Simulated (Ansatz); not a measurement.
Runs of Ansatz 0.2.0 on Tl. Symmetry: P6_3/mmc, No. 194, hexagonal system. Conventional cell: a = 3.509 Å, b = 3.509 Å, c = 11.266 Å, α = 90.00°, β = 90.00°, γ = 120.00°. Around Tl (site symmetry -6m2) lie 12 Tl at 3.47 to 3.51 Å. Tl (site symmetry -3m) has 12 Tl at 3.47 to 3.51 Å as nearest neighbours. 

```csv
task,level,gap on the mesh (eV),pressure (GPa),V0 of scaled cells (Å³/atom),B0 (GPa)
equation of state,PBEsol,-,-,(b),37
single point,PBE,none,1.2,-,-
equation of state,PBE,-,-,31.23,(a)
single point,PBEsol,none,-1.7,-,-
```

Alike in all rows: potentials or basis Ansatz PAW; no spin polarisation; cell as given; k mesh 9 × 9 × 3; cutoff (eV) 420; smearing fermi-dirac 0.05 eV.

Question: Estimate the missing entries.

Answer: (a) 27; (b) 28.44.

Caveats: the cell was scaled at fixed shape and fractional positions, which overstates the stiffness of a crystal with free parameters, most of all of layers and chains (some runs); the PAW data sets come from PBE, with cores solved anew for the run's functional, which leaves a small shift of forces and pressure (some runs).

A k mesh can miss the band edges, and the runs leave out spin-orbit coupling on Tl.

A gap of «none» marks a metal or a gap under the smearing width.

Not every run made on this cell is shown here.
